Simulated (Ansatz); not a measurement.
## AlAu under changes of volume

One of the cells (16.755 Å³/atom); the others are scaled copies at fixed shape and fractional positions:

```
Au Al
1.0
     3.22394    0.00000    0.00000
     0.00000    3.22394    0.00000
     0.00000    0.00000    3.22394
Au Al
1 1
Direct
  0.50000 0.50000 0.50000
  0.00000 0.00000 0.00000
```

The cell comes from a database or a generator and needn't be the stable form of this composition.

| Quantity | Value |
| --- | --- |
| Program | Ansatz 0.2.0 |
| Functional | HSE06 |
| Potentials or basis | Ansatz PAW |
| Cutoff | 420 eV (not typed: the program's choice for these potentials) |
| k mesh | 6 × 6 × 6 |
| Occupations | fermi-dirac, width 0.05 eV |
| Spin | no spin polarisation |

```tsv
volume (Å³/atom)	energy over the lowest point (meV/atom)	pressure (GPa)
15.749	7.15	4.7
16.084	0.58	1.6
16.419	0.00	-1.1
16.755	4.77	-3.5
17.090	?	?
17.425	27.66	-7.5
17.760	44.85	-9.1
```

Problem. What does the run at 17.090 Å³/atom give?

Solution. Energy over the lowest point 14.13 meV/atom; pressure -5.6 GPa.

Worked out: A Birch-Murnaghan fit of order 3 (a polynomial in V^(-2/3)) to the other rows has its minimum at 16.28 Å³/atom with B0 = V·E''(V) = 129 GPa and B' = 5.0. It gives 14.15 meV/atom at 17.090 Å³/atom, against the run's 14.13, and -dE/dV = -5.5 GPa, against -5.6.

Energies are extrapolated to zero smearing.

Caveats: the PAW data sets come from PBE, with cores solved anew for the run's functional, which leaves a small shift of forces and pressure; the thresholds are loose for stress.
